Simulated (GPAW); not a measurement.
The system is FeSi2 (Linzhiite).

```
Fe Si
1.0
     2.68400    0.00000    0.00000
     0.00000    2.68400    0.00000
     0.00000    0.00000    5.12800
Fe Si
1 2
Cartesian
  0.0000 0.0000 0.0000
  1.3420 1.3420 3.7434
  1.3420 1.3420 1.3846
```

* Program: GPAW 26.7.0
* Task: relaxation of cell and atoms
* Functional: PBEsol
* Dispersion: D4
* Potentials or basis: PAW data sets generated in the run's folder for this functional
* Cutoff: 600 eV
* Basis: pw
* k mesh: 7 × 7 × 4
* Occupations: fermi-dirac, width 0.05 eV
* Spin: collinear spin, ferromagnetic start
* Starting moments: [3.0, 0.0, 0.0] μB

At the start: pressure -2.3 GPa; volume 12.31 Å³/atom.

Q: How do energy, volume and symmetry change on relaxing?

A: Over 5 steps the energy falls by 3.2 meV/atom and the volume is 12.15 Å³/atom (-1.3 %); space group P4/mmm (No. 123, to 0.05 Å); moment 0.12 μB per cell.

The path:
```
step  energy change (eV)  largest force (eV/Å)  pressure (GPa)  volume (Å³)
   1              0.0000                0.3946           -2.29        36.94
   2             -0.0051                0.2265           -2.02        36.85
   3             -0.0090                0.0806           -1.01        36.61
   4             -0.0093                0.0567           -0.70        36.56
   5             -0.0096                0.0003            0.01        36.45
```

Final structure:
```
Fe Si
1.0
     2.67566    0.00000    0.00000
     0.00000    2.67566    0.00000
     0.00000    0.00000    5.09080
Fe Si
1 2
Cartesian
  0.0000 0.0000 0.0000
  1.3378 1.3378 3.7028
  1.3378 1.3378 1.3880
```

Caveat: each step starts from the last one's moments, so a moment once lost doesn't come back; later steps reuse the first step's grids; pairwise dispersion overbinds metals, which lowers pressure and volume.
